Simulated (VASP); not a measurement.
# MgO (Imm2) in VASP: a series of runs, part 2 of 2

VASP 6.6.1. The steps go on from the part before.

### Step 4. Single point, r2SCAN (atom 2 (O) moved by (-0.100, -0.100) A along x and z)

Input file POSCAR:

```
MgO
1.0
    0.0000000000      2.1351500000      2.1351500000
    2.1351500000      0.0000000000      2.1351500000
    2.1351500000      2.1351500000      0.0000000000
Mg O
1 1
Direct
    0.0000000000      0.0000000000      0.0000000000
    0.5000000000      0.4531648830      0.5000000000
```

Input file INCAR.step1:

```
PREC     = Accurate       # precision mode
ENCUT    = 520            # plane-wave cutoff, eV
ISMEAR   = 0              # smearing method
SIGMA    = 0.05           # smearing width, eV
LREAL    = F              # projectors in reciprocal space
LASPH    = T              # aspherical terms in the spheres
NELM     = 60             # most SCF steps
NBANDS   = 11             # bands
GGA      = PE             # functional
ALGO     = Normal         # electronic algorithm
EDIFF    = 1E-4           # SCF threshold, eV
LWAVE    = T              # write WAVECAR
LCHARG   = F              # write CHGCAR
```

Input file INCAR.step2:

```
PREC     = Accurate       # precision mode
ENCUT    = 520            # plane-wave cutoff, eV
EDIFF    = 1E-7           # SCF threshold, eV
ISMEAR   = 0              # smearing method
SIGMA    = 0.05           # smearing width, eV
LREAL    = F              # projectors in reciprocal space
LASPH    = T              # aspherical terms in the spheres
NELM     = 60             # most SCF steps
ALGO     = Normal         # electronic algorithm
ISIF     = 2              # what is computed and relaxed
LWAVE    = F              # write WAVECAR
LCHARG   = T              # write CHGCAR
METAGGA  = R2SCAN         # meta-GGA
LMIXTAU  = T            
LELF     = T              # ELF
LVHAR    = T            
NBANDS   = 11             # bands
ISTART   = 1
```

Input file KPOINTS:

```
regular mesh
0
Gamma
  10 10 10
```

Potentials or basis: VASP PAW PBE potentials, release 64 (Mg, O).

Launch:

```
$ cat potpaw_PBE.64/Mg/POTCAR potpaw_PBE.64/O/POTCAR > POTCAR
$ cp INCAR.step1 INCAR
$ mpirun -np 1 vasp_std > vasp.out
$ cp INCAR.step2 INCAR
$ mpirun -np 1 vasp_std > vasp.out
```

OUTCAR:

```text
PREC = Accurate
   ENCUT = 520
   EDIFF = 1E-7
   ISMEAR = 0
   LREAL = F
   LASPH = T
   NELM = 60
   ISIF = 2
   METAGGA = R2SCAN
   ISTART = 1

 ion  position               nearest neighbor table
   1  0.000  0.000  0.000-   2 2.04   2 2.04   2 2.14   2 2.14   2 2.24   2 2.24
   2  0.500  0.453  0.500-   1 2.04   1 2.04   1 2.14   1 2.14   1 2.24   1 2.24

  LATTYP: Found a face centered cubic cell.
 ALAT       =     4.2703000000

  Lattice vectors:

 A1 = (   0.0000000000,   2.1351500000,   2.1351500000)
 A2 = (   2.1351500000,   0.0000000000,   2.1351500000)
 A3 = (   2.1351500000,   2.1351500000,   0.0000000000)

Analysis of symmetry for initial positions (statically):
=====================================================================
 Subroutine PRICEL returns:
 Original cell was already a primitive cell.

 Routine SETGRP: Setting up the symmetry group for a
 face centered cubic supercell.

 Subroutine GETGRP returns: Found  4 space group operations
 (whereof  4 operations were pure point group operations)
 out of a pool of 48 trial point group operations.

The static configuration has the point symmetry C_2v.

Analysis of symmetry for dynamics (positions and initial velocities):
=====================================================================
 Subroutine PRICEL returns:
 Original cell was already a primitive cell.

 Routine SETGRP: Setting up the symmetry group for a
 face centered cubic supercell.

 Subroutine GETGRP returns: Found  4 space group operations
 (whereof  4 operations were pure point group operations)
 out of a pool of 48 trial point group operations.

The dynamic configuration has the point symmetry C_2v.

 Subroutine INISYM returns: Found  4 space group operations
 (whereof  4 operations are pure point group operations),
 and found     1 'primitive' translations

----------------------------------------------------------------------------------------

                                     Primitive cell
[... 119 lines left out ...]
   IVDW    =     0    specifies the selected vdW correction
   LEPSILON=     F    determine dielectric tensor
   LRPA    =     F    only Hartree local field effects (RPA)
 non-spin polarized calculation
 Gauss-broadening in eV      SIGMA  =   0.05
  energy-cutoff  :      520.00
  volume of cell :       19.47
 maximum number of plane-waves:       544
   NGX = 11   NGY = 11   NGZ = 11

 number of electron       8.0000001 magnetization

 Free energy of the ion-electron system (eV)
  ---------------------------------------------------
  ext. energy  EPLUGINS =         0.00000000
  ---------------------------------------------------
  free energy    TOTEN  =       -16.09011550 eV

  energy without entropy =      -16.09011550  energy(sigma->0) =      -16.09011550

 E-fermi :   2.7817     XC(G=0): -11.3764

 val. band max:        2.4667193041   @ k =   0.0000   0.0000   0.0000
 cond. band min:       7.6553877440   @ k =   0.0000   0.0000   0.0000
 fundamental gap:      5.1886684399
 Fermi energy:         2.7816562236

 k-point     1 :       0.0000    0.0000    0.0000
  band No.  band energies     occupation
      1     -15.5253      2.00000
      2       2.4330      2.00000
      3       2.4644      2.00000
      4       2.4667      2.00000
      5       7.6554      0.00000
      6      19.0632      0.00000
      7      19.1423      0.00000
      8      19.1836      0.00000
      9      23.0457      0.00000
     10      24.8445      0.00000
     11      24.8687      0.00000
[... 309 lines left out ...]
 k-point    24 :       0.1000    0.0000    0.4000
  band No.  band energies     occupation
      1     -14.5521      2.00000
      2      -1.2885      2.00000
      3       1.6968      2.00000
      4       1.8362      2.00000
      5      11.2642      0.00000
      6      15.2958      0.00000
      7      18.5624      0.00000
      8      20.1479      0.00000
      9      23.3948      0.00000
     10      25.6145      0.00000
     11      26.3442      0.00000

 [... further k-points ...]

------------------------ aborting loop because EDIFF is reached ----------------------------------------

  FORCE on cell =-STRESS in cart. coord.  units (eV):
  Direction    XX          YY          ZZ          XY          YZ          ZX
  --------------------------------------------------------------------------------------
  -------------------------------------------------------------------------------------
  Total       -0.6577282     -1.0346566     -0.6577282      0.0000000      0.0000000     -0.0487302
  in kB      -54.1304829    -85.1513728    -54.1304829      0.0000000      0.0000000     -4.0104577
  external PRESSURE =     -64.4707795 kB  Pullay stress =       0.0000000 kB

 VOLUME and BASIS-vectors are now :
 -----------------------------------------------------------------------------
  energy-cutoff  :      520.00
  volume of cell :       19.47
      direct lattice vectors                 reciprocal lattice vectors
     0.000000000  2.135150000  2.135150000    -0.234175585  0.234175585  0.234175585
     2.135150000  0.000000000  2.135150000     0.234175585 -0.234175585  0.234175585
     2.135150000  2.135150000  0.000000000     0.234175585  0.234175585 -0.234175585

 POSITION                                       TOTAL-FORCE (eV/Angst)
 -----------------------------------------------------------------------------------
      0.00000      0.00000      0.00000        -0.463477     -0.000000     -0.463477
      2.03515      2.13515      2.03515         0.463477      0.000000      0.463477
 -----------------------------------------------------------------------------------
    total drift:                                0.003861      0.000005      0.003861

  FREE ENERGIE OF THE ION-ELECTRON SYSTEM (eV)
  ---------------------------------------------------
  free  energy   TOTEN  =       -16.0901155004 eV

  energy  without entropy=      -16.0901155004  energy(sigma->0) =      -16.09011550
```

OUTCAR.step1:

```text
PREC = Accurate
   ENCUT = 520
   ISMEAR = 0
   LREAL = F
   LASPH = T
[... 557 lines left out ...]
 -----------------------------------------------------------------------------------
      0.00000      0.00000      0.00000        -0.463251     -0.000000     -0.463251
      2.03515      2.13515      2.03515         0.463251      0.000000      0.463251
 -----------------------------------------------------------------------------------
    total drift:                               -0.004379      0.000001     -0.004379

  FREE ENERGIE OF THE ION-ELECTRON SYSTEM (eV)
  ---------------------------------------------------
  free  energy   TOTEN  =       -11.8638848695 eV

  energy  without entropy=      -11.8638848695  energy(sigma->0) =      -11.86388487
```

OSZICAR.step1:

```text
N       E                     dE             d eps       ncg     rms          rms(c)
DAV:   1     0.137730080760E+02    0.13773E+02   -0.45516E+03  4306   0.643E+02
DAV:   2    -0.128670131370E+02   -0.26640E+02   -0.26014E+02  4271   0.133E+02
DAV:   3    -0.134498688081E+02   -0.58286E+00   -0.58250E+00  4564   0.175E+01
DAV:   4    -0.134513079340E+02   -0.14391E-02   -0.14391E-02  4116   0.995E-01
DAV:   5    -0.134513128010E+02   -0.48671E-05   -0.48671E-05  4345   0.568E-02    0.726E+00
DAV:   6    -0.118843114618E+02    0.15670E+01   -0.92537E+00  3972   0.165E+01    0.229E+00
DAV:   7    -0.118703332286E+02    0.13978E-01   -0.70344E-02  4194   0.223E+00    0.136E+00
DAV:   8    -0.118644422867E+02    0.58909E-02   -0.32196E-02  3981   0.199E+00    0.267E-01
DAV:   9    -0.118638841373E+02    0.55815E-03   -0.11120E-03  4368   0.234E-01    0.129E-01
DAV:  10    -0.118638848695E+02   -0.73217E-06   -0.44260E-04  3942   0.159E-01
   1 F= -.11863885E+02 E0= -.11863885E+02  d E =-.744702E-19
```

Run time: 44 s. Hardware: 1 thread of Intel Xeon 6975P-C (Granite Rapids), shared host; peak memory 0.17 GiB.

What came out:

| Item | Value |
| --- | --- |
| Free energy | -16.0901 eV |
| Pressure | -6.4 GPa |
| Largest force | 0.655 eV/Å |
| Band gap on the k mesh | 5.19 eV, direct |

Forces in eV/Å, atoms in the order of the input:
```
Mg  -0.463  0.000 -0.463
O    0.463  0.000  0.463
```

Caveat: the PAW data sets were made with another functional, which shifts forces and pressure a little.

### Step 5. Overview

| cell | gap on the mesh (eV) | pressure (GPa) | largest force (eV/Å) |
| --- | --- | --- | --- |
| atom 2 (O) moved by (-0.200, -0.200) A along x and z | 5.16 | -1.2 | 1.43 |
| atom 2 (O) moved by (-0.200, -0.100) A along x and z | 5.18 | -3.7 | 1.21 |
| atom 2 (O) moved by (-0.100, -0.100) A along x and z | 5.19 | -6.4 | 0.66 |

Alike in all rows: task single point; level r2SCAN; potentials or basis VASP PAW PBE potentials, release 64 (Mg, O); no spin polarisation; k mesh 10 × 10 × 10; cutoff (eV) 520; smearing gaussian 0.05 eV.

Caveats: the PAW data sets were made with another functional, which shifts forces and pressure a little.

Absolute energies hang on the potentials; compare differences alone.
